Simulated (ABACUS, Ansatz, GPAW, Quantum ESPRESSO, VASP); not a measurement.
# CsPbCl3: energy against volume and a worked fit

Space group Pm-3m (No. 221). a = 5.605 Å, b = 5.605 Å, c = 5.605 Å, α = 90.00°, β = 90.00°, γ = 90.00°
```
atom  site  symmetry       x       y       z
  Pb    1b      m-3m  0.5000  0.5000  0.5000
  Cs    1a      m-3m  0.0000  0.0000  0.0000
  Cl    3c    4/mm.m  0.5000  0.0000  0.5000
```

The cell was scaled at fixed shape and fractions and run with GPAW, PAW data sets generated for this functional, cutoff 600 eV; PBEsol, k mesh 5 × 5 × 5 on the cell of 5 atoms, fermi-dirac occupations of 0.05 eV, no spin polarisation, no spin-orbit coupling. Energies are those that the program minimises, any entropy of the smearing included.

| V (Å³/atom) | energy over the lowest row (meV/atom) |
| --- | --- |
| 33.1043 | 12.338 |
| 33.8087 | ? |
| 34.5130 | 1.502 |
| 35.2174 | 0.000 |
| 35.9217 | 0.696 |
| 36.6261 | 3.479 |
| 37.3304 | 7.954 |

Task: Fit the third-order Birch-Murnaghan form, give V0, B0 and B′, and predict the energy left open.

Result: With y = (V0/V)^(2/3), E = E0 + (9 V0 B0/16) [(y - 1)³ B′ + (y - 1)² (6 - 4y)]. Least squares through the rows shown give V0 = 35.3270 Å³/atom, E0 = -0.034 meV, B0 = 25.05 GPa (1 eV/Å³ = 160.218 GPa) and B′ = 4.71, with a largest miss of 0.028 meV. At V = 33.8087 the form with these constants gives 5.512 meV; the run gave 5.538 meV an atom. Other set-ups at this level, from all their volumes (Å³/atom, GPa): ABACUS, PseudoDojo NC SR 0.4.1 PBEsol standard, plane waves: V0 35.454, B0 24.93; Ansatz, all-electron LAPW, scalar-relativistic: V0 35.423, B0 24.9; Quantum ESPRESSO, GBRV 1.5 PBEsol: V0 35.328, B0 24.95; VASP, PBE PAW files Cl, Cs_sv, Pb_d, 520 eV (made for PBE): V0 35.442, B0 24.95.
